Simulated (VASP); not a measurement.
Runs of VASP 6.6.1 on HgTe. All rows change the cell; the cell of one of them follows. The structure is tetragonal, space group I4/mmm (No. 139). Conventional cell: a = 4.352 Å, b = 4.352 Å, c = 6.216 Å, α = 90.00°, β = 90.00°, γ = 90.00°. Hg (site symmetry 4/mmm) has 6 Te at 3.08 to 3.11 Å as nearest neighbours. Te (site symmetry 4/mmm) is surrounded by 6 Hg at 3.08 to 3.11 Å. Measurements of this composition are mostly on another form, of space group No. 216.

```tsv
cell	gap on the mesh (eV)	pressure (GPa)
strain +0.0100 x Voigt [0, 1, 0, 0, 0, 0], atoms carried along	none	-0.6
strain -0.0200 x Voigt [0, 1, 0, 0, 0, 0], atoms carried along	none	0.9
strain -0.0400 x Voigt [0, 1, 0, 0, 0, 0], atoms carried along	none	(a)
strain +0.0300 x Voigt [0, 1, 0, 0, 0, 0], atoms carried along	none	-1.3
```

Alike in all rows: task single point; level PBE; potentials or basis VASP PAW PBE potentials, release 64 (Hg, Te); no spin polarisation; k mesh 14 × 14 × 14; cutoff (eV) 520; smearing gaussian 0.15 eV.

Fill in the values left out.

(a) 2.1.

A k mesh can miss the band edges, and the runs leave out spin-orbit coupling on Hg, Te.

A gap of «none» marks a metal or a gap under the smearing width.
